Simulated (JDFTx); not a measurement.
## GaN under changes of volume

One of the cells (11.444 Å³/atom); the others are scaled copies at fixed shape and fractional positions:

```
Ga N
1.0
     0.00000    2.25350    2.25350
     2.25350    0.00000    2.25350
     2.25350    2.25350    0.00000
Ga N
1 1
Direct
  0.00000 0.00000 0.00000
  0.25000 0.25000 0.25000
```

The cell is a database's computed one.

| Property | Result |
| --- | --- |
| Program | JDFTx 1.7.0 (patched build) |
| Functional | PBE |
| Potentials or basis | PseudoDojo-SR-PBE-0.5-standard |
| Cutoff | 1143 eV |
| Density cutoff | 9143 eV |
| k mesh | 10 × 10 × 10 |
| Occupations | fermi-dirac, width 0.05 eV |
| Spin | no spin polarisation |

```tsv
volume (Å³/atom)	energy over the lowest point (meV/atom)	pressure (GPa)	gap on the mesh (eV)
10.757	54.96	18.9	2.16
10.986	31.57	13.9	2.03
11.215	15.06	9.3	1.89
11.444	4.74	5.2	1.76
11.673	0.00	1.5	1.63
11.902	0.27	-1.8	1.50
12.131	?	?	?
```

Q: What does the run at 12.131 Å³/atom give?

A: Energy over the lowest point 5.05 meV/atom; pressure -4.8 GPa; gap on the mesh 1.38 eV.

Worked out: A Birch-Murnaghan fit of order 3 (a polynomial in V^(-2/3)) to the other rows has its minimum at 11.77 Å³/atom with B0 = V·E''(V) = 172 GPa and B' = 4.4. It gives 5.07 meV/atom at 12.131 Å³/atom, against the run's 5.05, and -dE/dV = -4.8 GPa, against -4.8. A straight line through the other rows of the gap, of slope -6.54 eV per unit of ln V (its deformation potential), extrapolates to 1.38 eV, against the run's 1.38.

Energies are extrapolated to zero smearing.

Spin-orbit coupling on Ga is left out.
